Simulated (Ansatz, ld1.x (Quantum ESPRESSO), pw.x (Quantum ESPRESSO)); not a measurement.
pw.x on fcc S: one setting changed

Potential: norm-conserving Troullier–Martins (Kleinman–Bylander form), ld1.x (Quantum ESPRESSO) 7.5, PBE; core [Ne], reference 3s2 3p4; waves: 3s (bound): rc 1.50 bohr; 3p (bound): rc 1.80 bohr; 3d channel at 0.3 Ry: rc 1.70 bohr; local part: all-electron potential smoothed inside 1.60 bohr (lloc = -2); core correction: none.

The reference run (k-mesh 14³, cutoffs 75/300 Ry, Fermi–Dirac 0.01 Ry, mixing_beta 0.4, conv_thr 1e-9, no spin) gives -0.19 GPa at 15.941 Å³/atom, where all-electron LAPW gives -0.09 GPa. This run, with its own iteration cap, changes smearing to mv.

```
&control
  calculation='scf', prefix='x', pseudo_dir='./', outdir='./tmp', tstress=.true., disk_io='none'
/
&system
  ibrav=0, nat=1, ntyp=1, ecutwfc=75, ecutrho=300, nbnd=10,
  occupations='smearing', smearing='mv', degauss=0.01
/
&electrons
  conv_thr=1e-09, mixing_beta=0.4, electron_maxstep=50
/
ATOMIC_SPECIES
S 1.0 S.UPF
CELL_PARAMETERS angstrom
  0.00000000 1.99753864 1.99753864
  1.99753864 0.00000000 1.99753864
  1.99753864 1.99753864 0.00000000
ATOMIC_POSITIONS crystal
S 0.0000 0.0000 0.0000
K_POINTS automatic
14 14 14 0 0 0
```

```bash
pw.x < S.scf.in > S.scf.out
```

Q: How does the run end?

A: It converges in 6 iterations; the free energy moves by +29.1 meV/atom and the pressure by -0.50 GPa. This scheme is built to cancel the term in the square of the width that Fermi–Dirac smearing leaves in the F of a metal.

```
Message from routine setup:
     using ibrav=0 with symmetry is DISCOURAGED, use correct ibrav instead
     lattice parameter (alat)  =       5.3384  a.u.
     unit-cell volume          =     107.5752 (a.u.)^3
     number of electrons       =         6.00
     number of Kohn-Sham states=           10
     kinetic-energy cutoff     =      75.0000  Ry
     charge density cutoff     =     300.0000  Ry
     scf convergence threshold =      1.0E-09
     Exchange-correlation= PBE
     number of k points=   104  Marzari-Vanderbilt smearing, width (Ry)=  0.0100
     iteration #  1     ecut=    75.00 Ry     beta= 0.40
     total energy              =     -20.35785989 Ry
     estimated scf accuracy    <       0.00092245 Ry
     iteration #  2     ecut=    75.00 Ry     beta= 0.40
     total energy              =     -20.35784894 Ry
     estimated scf accuracy    <       0.00021495 Ry
     iteration #  3     ecut=    75.00 Ry     beta= 0.40
     total energy              =     -20.35787557 Ry
     estimated scf accuracy    <       0.00000328 Ry
     iteration #  4     ecut=    75.00 Ry     beta= 0.40
     total energy              =     -20.35787603 Ry
     estimated scf accuracy    <       0.00000003 Ry
     iteration #  5     ecut=    75.00 Ry     beta= 0.40
     total energy              =     -20.35787604 Ry
     estimated scf accuracy    <          3.9E-09 Ry
     iteration #  6     ecut=    75.00 Ry     beta= 0.40
     the Fermi energy is     8.9624 ev
!    total energy              =     -20.35787604 Ry
     estimated scf accuracy    <          4.0E-12 Ry
     smearing contrib. (-TS)   =      -0.00021351 Ry
     The total energy is F=E-TS. E is the sum of the following terms:
     one-electron contribution =       4.95027754 Ry
     hartree contribution      =       0.96470104 Ry
     xc contribution           =      -4.40989433 Ry
     ewald contribution        =     -21.86274677 Ry
     convergence has been achieved in   6 iterations
          total   stress  (Ry/bohr**3)                   (kbar)     P=       -6.88
     Message from routine punch:
     Nothing written, as per user request (disk_io='none')
```

The run took about 13 s on one core of a shared host (Neoverse-V1, 32 threads, 247 GiB, load 11).
